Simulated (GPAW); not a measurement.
# Pb: equation of state with PBEsol

Pb:

```
Pb
1.0
     0.00000    2.47502    2.47502
     2.47502    0.00000    2.47502
     2.47502    2.47502    0.00000
Pb
1
Direct
  0.00000 0.00000 0.00000
```

```
Program             : GPAW 26.7.0
Task                : equation of state
Functional          : PBEsol
Potentials or basis : PAW data sets generated in the run's folder for this functional
Cutoff              : 600 eV
Basis               : pw
k mesh              : 9 × 9 × 9
Occupations         : fermi-dirac, width 0.05 eV
Spin                : no spin polarisation
```

| Item | Value |
| --- | --- |
| Equilibrium volume | 29.78 Å³/atom |
| Bulk modulus | 50 GPa |
| Pressure derivative of the bulk modulus | 5.2 (rough: it moves with the points fitted) |

Energy against volume, from the lowest point:
| volume (Å³/atom) | energy (meV/atom) |
| --- | --- |
| 28.503 | 9.39 |
| 29.110 | 2.49 |
| 29.716 | 0.00 |
| 30.323 | 1.43 |
| 30.929 | 6.33 |
| 31.535 | 14.31 |
| 32.142 | 24.87 |

Wall time 62 s on 1 thread of Arm Neoverse V1, on a shared host, peak memory 0.2 GiB.

The cell as given is a measured one (30.32 Å³/atom); PBEsol puts the equilibrium volume -1.8 % from it, thermal expansion not counted.

The run has no spin-orbit coupling, so splittings on Pb are missing.
